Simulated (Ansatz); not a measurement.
**LiF: moving F off its site**

LiF, Pm-3m, a = 2.560 Å (as given, not relaxed at this level: 0.0 GPa). This isn't the usual stable structure of the compound. Ansatz: PBE, PAW, 420 eV, Γ-centred 10×10×10 mesh on 2 atoms, Gaussian smearing 0.05 eV; no spin polarisation.

```xyz
2
Lattice="2.5595 0.0000 0.0000 0.0000 2.5595 0.0000 0.0000 0.0000 2.5595" Properties=species:S:1:pos:R:3 pbc="T T T"
Li    0.0000    0.0000    0.0000
F     1.2798    1.2798    1.2798
```

Atom 2 (F) moves by x along the unit vector (-0.577, -0.577, -0.577), with its periodic images; all else is held. y is the free energy of the cell over the start, F the force along the path summed over the moved atoms. Symmetry makes y even in x.

| x (Å) | y (meV) | F (eV/Å) |
| --- | --- | --- |
| -0.1000 | ? | ? |
| -0.0500 | -0.45 | -0.02 |
| 0.0000 | 0.00 | 0.00 |
| 0.0125 | -0.03 | 0.00 |
| 0.0250 | -0.11 | 0.01 |
| 0.0375 | -0.25 | 0.01 |
| 0.0625 | -0.69 | 0.02 |
| 0.0750 | -0.99 | 0.03 |
| 0.0875 | -1.32 | 0.03 |

Task: Fit y = c2 x² + c4 x⁴ to the energies of the other rows, give the force constant, and predict energy and force of the missing row.

Result: Least squares on the rows shown. y = −182.1 x² + 1239 x⁴. The force constant is 2 c2 = -0.364 eV/Å², negative: the site is a maximum along this line (for all images moving together, not for a lone atom). The force −dy/dx at the missing row is -0.03 eV/Å (computed -0.03). At x = -0.1000 the fit asked for gives -1.70 meV. The run gave -1.70 meV, the same to the digits shown.